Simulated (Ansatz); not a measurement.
The calculation used DFT PBE, scalar-relativistic, plane waves, PAW in Ansatz. All cells share a 420 eV cutoff and Γ-centred k meshes spaced at most about 0.3 Å⁻¹ (about 0.25 or finer for metals, 2π included). No spin polarisation.

Each guess is relaxed in cell and atoms at zero pressure, on a coarse mesh first where it starts far from rest and then on a converged one. The steps can't lower the symmetry of the start, but it can rise. Energies are static (0 K, no zero-point motion).

Two unrelaxed guesses for Cd₂Te₃:

A.

Space group P-3m1 (No. 164). a = 5.121 Å, b = 5.121 Å, c = 6.369 Å, α = 90.00°, β = 90.00°, γ = 120.00°
```
atom  site  symmetry       x       y       z
  Cd    2d       3m. 0.6667  0.3333  0.3217
  Te    2d       3m. 0.6667  0.3333  0.8065
  Te    1a      -3m. 0.0000  0.0000  0.0000
```

B.

Space group R-3c:H (No. 167). a = 7.104 Å, b = 7.104 Å, c = 19.073 Å, α = 90.00°, β = 90.00°, γ = 120.00°
```json
{"atom": "Cd", "site": "12c", "symmetry": "3.", "x": "0.6667", "y": "0.3333", "z": "0.1881"}
{"atom": "Te", "site": "18e", "symmetry": ".2", "x": "0.9658", "y": "0.6325", "z": "0.0833"}
```

Question: Do they relax into the same structure? If not, which is lower?

Answer: No. B ends lower, by 51 meV/atom. A: P-3m1 at 28.9 Å³/atom → P-3m1 at 31.6 Å³/atom; B: R-3c at 27.8 Å³/atom → R-3c (corundum type) at 33.0 Å³/atom. Counting Te atoms around Cd (those within 1.25 times the shortest such distance or 1.15 times the sum of covalent radii), the end of A has Cd 4 and the end of B has Cd 6. End of A. Conventional cell: a = 4.623 Å, c = 8.530 Å. Around Cd lie 4 Te at 2.98–3.14 Å and 3 Cd at 3.23 Å; around Te on a site of symmetry 3m lie 4 Cd at 2.98–3.14 Å and 3 Te at 3.36 Å; Te on a site of symmetry -3m has 6 Te at 3.36 Å. End of B. Conventional cell: a = 7.173 Å, c = 22.227 Å. Cd is surrounded by 3 Te at 2.92 Å and 3 Te at 3.11 Å; around Te lie 2 Cd at 2.92 Å, 2 Cd at 3.11 Å and 2 Te at 3.47 Å.

Ends held by symmetry can be saddle points. Neither end is the lowest form computed: that has space group P-3m1 (No. 164) and lies 57 meV/atom below the better end. Spin–orbit coupling, which can matter for Te, is left out. Some candidate types were left out of the draw beforehand, so a known form may be missing.
